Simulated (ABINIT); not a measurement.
Runs of ABINIT 10.8.3 (patched build) on BN. The structure is cubic, space group F-43m (No. 216). The conventional cell has a = 3.626 Å, b = 3.626 Å, c = 3.626 Å, α = 90.00°, β = 90.00°, γ = 90.00°. Around N (site symmetry -43m) lie 4 B at 1.57 Å. B (site symmetry -43m) has 4 N at 1.57 Å as nearest neighbours. The cell is a database's computed one.

```tsv
task	level	potentials or basis	cutoff (eV)	fine-grid cutoff	gap on the mesh (eV)	V0 of scaled cells (Å³/atom)	B0 (GPa)
band structure	PBE	SG15 NC PBE v1.2	1143	-	(b)	-	-
band structure	SCAN	JTH PAW PBE v2.0	816	1414.99 eV	5.01	-	-
equation of state	PBE+D3	JTH PAW PBE v2.0	707	1306.15 eV	-	5.91	378
equation of state	revPBE+D3(BJ)	JTH PAW PBE v2.0	707	1306.15 eV	-	5.84	382
equation of state	BLYP	JTH PAW PBE v2.0	707	1306.15 eV	-	(a)	355
```

Alike in all rows: no spin polarisation; cell as given; k mesh 13 × 13 × 13; smearing fermi-dirac 0.05 eV.

Q: Fill in the values left out.

A: (a) 6.06; (b) 4.60.

Caveats: the PAW data sets were made with another functional, which shifts forces and pressure a little (some runs); pressures at fixed basis lie under the slope of the energies (some runs).

A k mesh can miss the band edges.

Not every run made on this cell is shown here.
